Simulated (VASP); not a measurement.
# InP (F-43m) in VASP: further runs

One crystal, InP, is run at these levels: HSE06; tasks: single point.

Everything below comes from runs of VASP 6.6.1. Logs are shortened: lines on timing, memory, paths and dates and some standing lists are left out, and cuts for length are marked.

**Measured values to compare with.**

A printed reference work, data compilation reports, for a bulk crystal of InP at 1.6 K: band gap 1.4236 eV (direct).

How close the calculation comes is told below.

**1. Starting point**

It takes space group F-43m (No. 216, cubic). Conventional cell: a = 5.861 Å, b = 5.861 Å, c = 5.861 Å, α = 90.00°, β = 90.00°, γ = 90.00°. Around In (site symmetry -43m) lie 4 P at 2.54 Å. P (site symmetry -43m) has 4 In at 2.54 Å as nearest neighbours.

**2. Single point, HSE06**

Contents of POSCAR:

```
InP
1.0
    0.0000000000      2.9305000000      2.9305000000
    2.9305000000      0.0000000000      2.9305000000
    2.9305000000      2.9305000000      0.0000000000
In P
1 1
Direct
    0.0000000000      0.0000000000      0.0000000000
    0.7500000000      0.7500000000      0.7500000000
```

Contents of INCAR.step1:

```
SYSTEM = InP
ALGO = Normal ; EDIFF = 1E-5
ENCUT = 600 ; GGA = PE
ISIF = 2 ; ISMEAR = 0
LASPH = .TRUE. ; LCHARG = .FALSE.
LREAL = .FALSE. ; LWAVE = .TRUE.
NBANDS = 17 ; NELM = 100
NKRED = 1 ; PREC = Accurate
SIGMA = 0.01
```

Contents of INCAR.step2:

```
SYSTEM = InP
ALGO = Normal ; EDIFF = 1E-7
ENCUT = 600 ; GGA = PE
HFSCREEN = 0.2 ; ISIF = 2
ISMEAR = 0 ; ISTART = 1
LASPH = .TRUE. ; LCHARG = .FALSE.
LHFCALC = .TRUE. ; LREAL = .FALSE.
LWAVE = .FALSE. ; NBANDS = 17
NELM = 100 ; NKRED = 1
PREC = Accurate ; PRECFOCK = Normal
SIGMA = 0.01
```

Contents of KPOINTS:

```
k-points
0
G
  6 6 6
  0 0 0
```

Potentials or basis: VASP PAW PBE potentials, release 64 (In_d, P).

The run is started by

```
> cat potpaw_PBE.64/In_d/POTCAR potpaw_PBE.64/P/POTCAR > POTCAR
> cp INCAR.step1 INCAR
> mpirun -np 1 vasp_std > vasp.out
> cp INCAR.step2 INCAR
> mpirun -np 1 vasp_std > vasp.out
```

OUTCAR:

```text
SYSTEM = InP
   EDIFF = 1E-7
   ENCUT = 600
   GGA = PE
   HFSCREEN = 0.2
   ISIF = 2
   ISMEAR = 0
   ISTART = 1
   LASPH = .TRUE.
   LHFCALC = .TRUE.
   LREAL = .FALSE.
   NELM = 100
   NKRED = 1
   PREC = Accurate
   PRECFOCK = Normal

 ion  position               nearest neighbor table
   1  0.000  0.000  0.000-   2 2.54   2 2.54   2 2.54   2 2.54
   2  0.750  0.750  0.750-   1 2.54   1 2.54   1 2.54   1 2.54

  LATTYP: Found a face centered cubic cell.
 ALAT       =     5.8610000000

  Lattice vectors:

 A1 = (   0.0000000000,   2.9305000000,   2.9305000000)
 A2 = (   2.9305000000,   0.0000000000,   2.9305000000)
 A3 = (   2.9305000000,   2.9305000000,   0.0000000000)

Analysis of symmetry for initial positions (statically):
=====================================================================
 Subroutine PRICEL returns:
 Original cell was already a primitive cell.

 Routine SETGRP: Setting up the symmetry group for a
 face centered cubic supercell.

 Subroutine GETGRP returns: Found 24 space group operations
 (whereof 24 operations were pure point group operations)
 out of a pool of 48 trial point group operations.

The static configuration has the point symmetry T_d .

Analysis of symmetry for dynamics (positions and initial velocities):
=====================================================================
 Subroutine PRICEL returns:
 Original cell was already a primitive cell.

 Routine SETGRP: Setting up the symmetry group for a
 face centered cubic supercell.

 Subroutine GETGRP returns: Found 24 space group operations
 (whereof 24 operations were pure point group operations)
 out of a pool of 48 trial point group operations.

The dynamic configuration has the point symmetry T_d .

 Subroutine INISYM returns: Found 24 space group operations
 (whereof 24 operations are pure point group operations),
 and found     1 'primitive' translations

----------------------------------------------------------------------------------------

                                     Primitive cell

  volume of cell :      50.3333

  direct lattice vectors                    reciprocal lattice vectors
     0.000000000  2.930500000  2.930500000    -0.170619348  0.170619348  0.170619348
     2.930500000  0.000000000  2.930500000     0.170619348 -0.170619348  0.170619348
     2.930500000  2.930500000  0.000000000     0.170619348  0.170619348 -0.170619348
[... 81 lines left out ...]
   ISIF   =      2    stress and relaxation
   ISYM   =      3    0-nonsym 1-usesym 2-fastsym
   POTIM  = 0.5000    time-step for ionic-motion
   TEBEG  =    0.0;   TEEND  =   0.0 temperature during run
   PSTRESS=    0.0 pullay stress
   NELECT =      18.0000    total number of electrons
   NUPDOWN=      -1.0000    fix difference up-down
   EMIN   =  10.00;   EMAX   =-10.00  energy-range for DOS
   EFERMI =   0.00;   METHOD = LEGACY
   ISMEAR =     0;   SIGMA  =   0.01  broadening in eV -4-tet -1-fermi 0-gaus
   EFERMI_NEDOS =   21; number of points for ismear=-14 and -15
   IALGO  =     38    algorithm
   IMIX   =      1    mixing-type and parameters
     AMIX     =   0.40;   BMIX     =  1.00
     AMIX_MAG =   1.60;   BMIX_MAG =  1.00
  volume/ion in A,a.u.               =      25.17       169.83
  Fermi-wavevector in a.u.,A,eV,Ry     =   1.162021  2.195901 18.371846  1.350293
  Thomas-Fermi vector in A             =   2.298587
   LORBIT       =      0    0 simple, 1 ext, 2 COOP (PROOUT), +10 PAW based schemes
   GGA     = PE    functional components
   LHFCALC =     T    Hartree Fock is set to
   PRECFOCK=normal    Normal, Fast or Accurate (Low or Medium for compatibility)
   ENCUT4O =  -1.0   cutoff for four orbital integrals eV
   NKREDX  =     1    reduce k-point grid by
   NKREDY  =     1    reduce k-point grid by
   NKREDZ  =     1    reduce k-point grid by
   AEXX    =    0.2500 exact exchange contribution
   HFSCREEN=    0.2000 screening length (either q_TF or 0.3 A-1)
   HFSCREENC=   0.2000 screening length for correlation (either q_TF or 0.3 A-1)
   ENCUTFOCK=  -1.0 apply spherical cutoff to Coloumb kernel
   IVDW    =     0    specifies the selected vdW correction
   LEPSILON=     F    determine dielectric tensor
   LRPA    =     F    only Hartree local field effects (RPA)
 non-spin polarized calculation
 Gauss-broadening in eV      SIGMA  =   0.01
  energy-cutoff  :      600.00
  volume of cell :       50.33
 maximum number of plane-waves:      1694
 NGX is ok and might be reduce to    36
  NGX = 28; NGY = 28; NGZ = 28

 number of electron      17.9999998 magnetization

 Free energy of the ion-electron system (eV)
  ---------------------------------------------------
  ext. energy  EPLUGINS =         0.00000000
  ---------------------------------------------------
  free energy    TOTEN  =       -10.01096659 eV

  energy without entropy =      -10.01096659  energy(sigma->0) =      -10.01096659

 E-fermi :   4.8754     XC(G=0):  -7.7174

 val. band max:        4.7585947281   @ k =   0.0000   0.0000   0.0000
 cond. band min:       6.2738846869   @ k =   0.0000   0.0000   0.0000
 fundamental gap:      1.5152899587
 Fermi energy:         4.8754222748

 k-point     1 :       0.0000    0.0000    0.0000
  band No.  band energies     occupation
      1     -11.1307      2.00000
      2     -11.1307      2.00000
      3     -11.1307      2.00000
      4     -10.9689      2.00000
      5     -10.9689      2.00000
      6      -7.9914      2.00000
[... 297 lines left out ...]
      4     -10.9982      2.00000
      5     -10.9481      2.00000
      6      -5.3432      2.00000
[... 9 lines left out ...]
     16      17.9891      0.00000
     17      18.0241      0.00000

------------------------ aborting loop because EDIFF is reached ----------------------------------------

  FORCE on cell =-STRESS in cart. coord.  units (eV):
  Direction    XX          YY          ZZ          XY          YZ          ZX
  --------------------------------------------------------------------------------------
  -------------------------------------------------------------------------------------
  Total        0.4256134      0.4256134      0.4256134     -0.0000000      0.0000000     -0.0000000
  in kB       13.5478590     13.5478590     13.5478590     -0.0000000      0.0000000     -0.0000000
  external PRESSURE =      13.5478590 kB  Pullay stress =       0.0000000 kB

 VOLUME and BASIS-vectors are now :
 -----------------------------------------------------------------------------
  energy-cutoff  :      600.00
  volume of cell :       50.33
      direct lattice vectors                 reciprocal lattice vectors
     0.000000000  2.930500000  2.930500000    -0.170619348  0.170619348  0.170619348
     2.930500000  0.000000000  2.930500000     0.170619348 -0.170619348  0.170619348
     2.930500000  2.930500000  0.000000000     0.170619348  0.170619348 -0.170619348

 POSITION                                       TOTAL-FORCE (eV/Angst)
 -----------------------------------------------------------------------------------
      0.00000      0.00000      0.00000        -0.000000     -0.000000     -0.000000
      4.39575      4.39575      4.39575         0.000000      0.000000      0.000000
 -----------------------------------------------------------------------------------
    total drift:                               -0.000061     -0.000052     -0.000032

  FREE ENERGIE OF THE ION-ELECTRON SYSTEM (eV)
  ---------------------------------------------------
  free  energy   TOTEN  =       -10.0109665891 eV

  energy  without entropy=      -10.0109665891  energy(sigma->0) =      -10.01096659
```

Run time: 41 min. Hardware: 1 thread of Intel Xeon 6975P-C (Granite Rapids), shared host; peak memory 0.34 GiB.

Results:

| Property | Result |
| --- | --- |
| Free energy | -10.0110 eV |
| Pressure | 1.4 GPa |
| Band gap on the k mesh | 1.52 eV, direct |

Caveat: the PAW data sets were made with another functional, which shifts forces and pressure a little; spin-orbit coupling is left out, which moves the levels of the heavy elements.

**3. Single point, HSE06**

POSCAR is that of step 2.

Changes to INCAR.step1 since step 2:

```diff
@@ -2,3 +2,3 @@
 ALGO = Normal ; EDIFF = 1E-5
-ENCUT = 600 ; GGA = PE
+ENCUT = 350 ; GGA = PE
 ISIF = 2 ; ISMEAR = 0
```

Changes to INCAR.step2 since step 2:

```diff
@@ -1,4 +1,4 @@
 SYSTEM = InP
-ALGO = Normal ; EDIFF = 1E-7
-ENCUT = 600 ; GGA = PE
+ALGO = Normal ; EDIFF = 1E-6
+ENCUT = 350 ; GGA = PE
 HFSCREEN = 0.2 ; ISIF = 2
```

Contents of KPOINTS:

```
k-points
0
G
  5 5 5
  0 0 0
```

Potentials or basis: VASP PAW PBE potentials, release 64 (In_d, P).

The run is started by

```
> cat potpaw_PBE.64/In_d/POTCAR potpaw_PBE.64/P/POTCAR > POTCAR
> cp INCAR.step1 INCAR
> mpirun -np 1 vasp_std > vasp.out
> cp INCAR.step2 INCAR
> mpirun -np 1 vasp_std > vasp.out
```

OUTCAR:

```text
SYSTEM = InP
   EDIFF = 1E-6
   ENCUT = 350
   GGA = PE
   HFSCREEN = 0.2
   ISIF = 2
   ISMEAR = 0
   ISTART = 1
   LASPH = .TRUE.
   LHFCALC = .TRUE.
   LREAL = .FALSE.
   NELM = 100
   NKRED = 1
   PREC = Accurate
   PRECFOCK = Normal

 Found     10 irreducible k-points:

 Following reciprocal coordinates:
            Coordinates               Weight
  0.000000  0.000000  0.000000      1.000000
  0.200000  0.000000  0.000000      8.000000
[... 205 lines left out ...]
     17      18.9561      0.00000

 [... further k-points ...]

------------------------ aborting loop because EDIFF is reached ----------------------------------------

  FORCE on cell =-STRESS in cart. coord.  units (eV):
  Direction    XX          YY          ZZ          XY          YZ          ZX
  --------------------------------------------------------------------------------------
  -------------------------------------------------------------------------------------
  Total        0.3512549      0.3512549      0.3512549      0.0000000      0.0000000     -0.0000000
  in kB       11.1809266     11.1809266     11.1809266      0.0000000      0.0000000     -0.0000000
  external PRESSURE =      11.1809266 kB  Pullay stress =       0.0000000 kB

 VOLUME and BASIS-vectors are now :
 -----------------------------------------------------------------------------
  energy-cutoff  :      350.00
  volume of cell :       50.33
      direct lattice vectors                 reciprocal lattice vectors
     0.000000000  2.930500000  2.930500000    -0.170619348  0.170619348  0.170619348
     2.930500000  0.000000000  2.930500000     0.170619348 -0.170619348  0.170619348
     2.930500000  2.930500000  0.000000000     0.170619348  0.170619348 -0.170619348

 POSITION                                       TOTAL-FORCE (eV/Angst)
 -----------------------------------------------------------------------------------
      0.00000      0.00000      0.00000         0.000000      0.000000     -0.000000
      4.39575      4.39575      4.39575        -0.000000     -0.000000      0.000000
 -----------------------------------------------------------------------------------
    total drift:                               -0.000081     -0.000075     -0.000050

  FREE ENERGIE OF THE ION-ELECTRON SYSTEM (eV)
  ---------------------------------------------------
  free  energy   TOTEN  =        -9.9890077711 eV

  energy  without entropy=       -9.9890077711  energy(sigma->0) =       -9.98900777
```

OUTCAR.step1:

```text
SYSTEM = InP
   EDIFF = 1E-5
   ENCUT = 350
   GGA = PE
   ISIF = 2
   ISMEAR = 0
[... 234 lines left out ...]
      0.00000      0.00000      0.00000         0.000000      0.000000      0.000000
      4.39575      4.39575      4.39575        -0.000000     -0.000000     -0.000000
 -----------------------------------------------------------------------------------
    total drift:                               -0.000000     -0.000000     -0.000000

  FREE ENERGIE OF THE ION-ELECTRON SYSTEM (eV)
  ---------------------------------------------------
  free  energy   TOTEN  =        -8.3454011306 eV

  energy  without entropy=       -8.3454011306  energy(sigma->0) =       -8.34540113
```

OSZICAR.step1:

```text
N       E                     dE             d eps       ncg     rms          rms(c)
DAV:   1     0.993939710851E+02    0.99394E+02   -0.67177E+03   340   0.899E+02
DAV:   2    -0.233921723190E+01   -0.10173E+03   -0.97394E+02   372   0.234E+02
DAV:   3    -0.861489528828E+01   -0.62757E+01   -0.62418E+01   426   0.654E+01
DAV:   4    -0.877232345933E+01   -0.15743E+00   -0.15729E+00   477   0.105E+01
DAV:   5    -0.877962938932E+01   -0.73059E-02   -0.73055E-02   477   0.205E+00    0.569E+00
DAV:   6    -0.837516471156E+01    0.40446E+00   -0.56875E-01   518   0.121E+01    0.341E+00
DAV:   7    -0.834385379034E+01    0.31311E-01   -0.15521E-01   485   0.299E+00    0.128E+00
DAV:   8    -0.834450115408E+01   -0.64736E-03   -0.16048E-02   419   0.140E+00    0.308E-01
DAV:   9    -0.834514979094E+01   -0.64864E-03   -0.12355E-03   379   0.349E-01    0.145E-01
DAV:  10    -0.834531718053E+01   -0.16739E-03   -0.24124E-04   477   0.208E-01    0.949E-02
DAV:  11    -0.834540273584E+01   -0.85555E-04   -0.13352E-04   368   0.993E-02    0.482E-02
DAV:  12    -0.834540113059E+01    0.16052E-05   -0.74741E-06   299   0.216E-02
   1 F= -.83454011E+01 E0= -.83454011E+01  d E =-.117081E-57
```

Wall time 5.8 min (1 thread of Intel Xeon 6975P-C (Granite Rapids), shared host); peak memory 0.25 GiB.

The run converged, but some of its settings lie outside the range that counts as converged, so its numbers aren't taken as properties of the crystal.

Results:

```yaml
Free_energy: -9.9890 eV
Pressure: 1.1 GPa
Band_gap_on_the_k_mesh: 1.53 eV, direct
```

Caveat: the PAW data sets were made with another functional, which shifts forces and pressure a little; spin-orbit coupling is left out, which moves the levels of the heavy elements.

**4. Single point, HSE06**

POSCAR is that of step 3.

Changes to INCAR.step1 since step 3:

```diff
@@ -2,3 +2,3 @@
 ALGO = Normal ; EDIFF = 1E-5
-ENCUT = 350 ; GGA = PE
+ENCUT = 250 ; GGA = PE
 ISIF = 2 ; ISMEAR = 0
```

Contents of INCAR.step2:

```
SYSTEM = InP
ALGO = Normal ; EDIFF = 1E-6
ENCUT = 250 ; GGA = PE
HFSCREEN = 0.2 ; ISIF = 2
ISMEAR = 0 ; ISTART = 1
LASPH = .TRUE. ; LCHARG = .FALSE.
LHFCALC = .TRUE. ; LREAL = .FALSE.
LWAVE = .FALSE. ; NBANDS = 17
NELM = 100 ; NKRED = 1
PREC = Accurate ; PRECFOCK = Fast
SIGMA = 0.01
```

Contents of KPOINTS:

```
k-points
0
G
  4 4 4
  0 0 0
```

The run is started by

```
> cat potpaw_PBE.64/In_d/POTCAR potpaw_PBE.64/P/POTCAR > POTCAR
> cp INCAR.step1 INCAR
> mpirun -np 1 vasp_std > vasp.out
> cp INCAR.step2 INCAR
> mpirun -np 1 vasp_std > vasp.out
```

Wall time 38 s (1 thread of Intel Xeon 6975P-C (Granite Rapids), shared host); peak memory 0.23 GiB.

The run converged, but a check on its numbers failed (symmetry, net force, bounds or a known fault of this set-up), so they aren't taken as properties of the crystal.

Caveat: the k mesh is coarse (spacing up to 0.46 Å⁻¹), so the values aren't converged, least of all with exact exchange; the cutoff lies under the usual one of these potentials, so the numbers hold a large basis-set error; the PAW data sets were made with another functional, which shifts forces and pressure a little; spin-orbit coupling is left out, which moves the levels of the heavy elements.

**5. Single point, HSE06**

POSCAR is that of step 4.

Contents of INCAR.step1:

```
SYSTEM = InP
ALGO = Normal ; EDIFF = 1E-5
ENCUT = 350 ; GGA = PE
ISIF = 2 ; ISMEAR = 0
LASPH = .TRUE. ; LCHARG = .FALSE.
LREAL = .FALSE. ; LWAVE = .TRUE.
NBANDS = 17 ; NELM = 100
NKRED = 2 ; PREC = Accurate
SIGMA = 0.01
```

Contents of INCAR.step2:

```
SYSTEM = InP
ALGO = Normal ; EDIFF = 1E-6
ENCUT = 350 ; GGA = PE
HFSCREEN = 0.2 ; ISIF = 2
ISMEAR = 0 ; ISTART = 1
LASPH = .TRUE. ; LCHARG = .FALSE.
LHFCALC = .TRUE. ; LREAL = .FALSE.
LWAVE = .FALSE. ; NBANDS = 17
NELM = 100 ; NKRED = 2
PREC = Accurate ; PRECFOCK = Fast
SIGMA = 0.01
```

Contents of KPOINTS:

```
k-points
0
G
  2 2 2
  0 0 0
```

The run is started by

```
> cat potpaw_PBE.64/In_d/POTCAR potpaw_PBE.64/P/POTCAR > POTCAR
> cp INCAR.step1 INCAR
> mpirun -np 1 vasp_std > vasp.out
> cp INCAR.step2 INCAR
> mpirun -np 1 vasp_std > vasp.out
```

Wall time 7.9 s (1 thread of Intel Xeon 6975P-C (Granite Rapids), shared host); peak memory 0.24 GiB.

The run converged, but some of its settings lie outside the range that counts as converged, so its numbers aren't taken as properties of the crystal.

Results:

```yaml
Free_energy: -10.3285 eV
Pressure: 1.6 GPa
Band_gap_on_the_k_mesh: 2.79 eV, direct
```

Caveat: the k mesh is coarse (spacing up to 0.93 Å⁻¹), so the values aren't converged, least of all with exact exchange; the PAW data sets were made with another functional, which shifts forces and pressure a little; spin-orbit coupling is left out, which moves the levels of the heavy elements.

**6. For comparison**

An earlier run on the cell as given: functional PBEsol; potentials or basis VASP PAW PBE potentials, release 64 (In_d, P); cutoff 520 eV; k mesh 8 × 8 × 8; occupations fermi-dirac, width 0.05 eV; no spin polarisation.

- Pressure: 0.6 GPa
- Band gap on the k mesh: 0.61 eV, direct

**7. Comparison with measurements**

Step 2. Against the measured gap of InP, 1.4236 eV (direct; 1.6 K; a printed reference work, data compilation), the calculated 1.52 eV is off by +0.09 eV. Spin-orbit coupling on In is left out. The value is that of HSE06, without temperature or zero-point motion.
